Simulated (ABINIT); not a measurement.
The system is AgBr.

```xyz
2
Lattice="0.0000 2.8702 2.8702 2.8702 0.0000 2.8702 2.8702 2.8702 0.0000" Properties=species:S:1:pos:R:3 pbc="T T T"
Ag    0.0000    0.0000    0.0000
Br    2.8702    2.8702    2.8702
```

Base run:

| Item | Value |
| --- | --- |
| Program | ABINIT 10.8.3 (patched build) |
| Functional | r2SCAN |
| Potentials or basis | JTH PAW PBE v2.0 |
| Cutoff | 544 eV |
| k mesh | 8 × 8 × 8 |
| Occupations | fermi-dirac, width 0.05 eV |
| Spin | no spin polarisation |

Its results: band gap on the k mesh 1.23 eV, indirect (least direct gap 3.26 eV); pressure 1.1 GPa.

**Question.** The run is repeated on the same cell with these changes: k mesh from 8 × 8 × 8 to 5 × 5 × 5. What comes out?

**Answer.** Band gap on the k mesh 1.37 eV, indirect (least direct gap 3.26 eV); pressure 1.1 GPa.

Caveats: the PAW data sets were made with another functional, which shifts forces and pressure a little; an odd mesh through Γ misses points on the zone boundary, where band edges often lie (some runs).
